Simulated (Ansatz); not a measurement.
# AlN (wurtzite to rock salt path): the cost of one run

Method: DFT PBEsol, scalar-relativistic, plane waves, PAW, in Ansatz 0.2.0.

**1. The structure to begin with**

It takes space group P6_3mc (No. 186, hexagonal). Conventional cell: a = 3.147 Å, b = 3.147 Å, c = 4.563 Å, α = 90.00°, β = 90.00°, γ = 120.00°. Al (site symmetry 3m) is surrounded by 4 N at 1.85 to 1.94 Å. N (site symmetry 3m) has 4 Al at 1.85 to 1.94 Å as nearest neighbours.

As a file:

```
Al N
1.0
     1.57335   -2.72505    0.00000
     1.57335    2.72505    0.00000
     0.00000    0.00000    4.56272
Al N
2 2
Direct
  0.00000 0.00000 0.00000
  0.66667 0.33333 0.50000
  0.00000 0.00000 0.42600
  0.66667 0.33333 0.92600
```

**2. Relaxing cell and atoms: AlN (wurtzite to rock salt path), no spin, 20 GPa**

Contents of input.yaml:

```yaml
crystal:
  lattice:
    - [1.5733529416, -2.7250472948, 0.0]
    - [1.5733529416, 2.7250472948, 0.0]
    - [0.0, 0.0, 4.5627235306]
  atoms:
    - { symbol: Al, position: [0.0, 0.0, 0.0] }
    - { symbol: Al, position: [0.6666666667, 0.3333333333, 0.5] }
    - { symbol: "N", position: [0.0, 0.0, 0.426] }
    - { symbol: "N", position: [0.6666666667, 0.3333333333, 0.926] }
scf:
  occupations: { method: fixed }
output:
  forces: true
  stress: true
  eigenvalues: true
  write_density: true
  write_potential: true
  elf: true
  volumetric_format: npy
hamiltonian:
  xc: pbesol
basis:
  ecutwfc: 520
kpoints:
  mp_grid: { grid: [9, 9, 7] }
relax:
  f_tol: 0.01
  max_steps: 50
  cell: { stress_tol: 0.05, p_target: 20, fix: [shape] }
```

Run with:

```
$ ansatz run input.yaml --threads 2 --pin off --max-ram 6144MiB --backend cpu --events-out ev --progress --plain --runs-dir out
```

What time and memory should one allow on 2 threads of Arm Neoverse V1, shared host?

About 25 s, with a peak of 0.38 GiB.
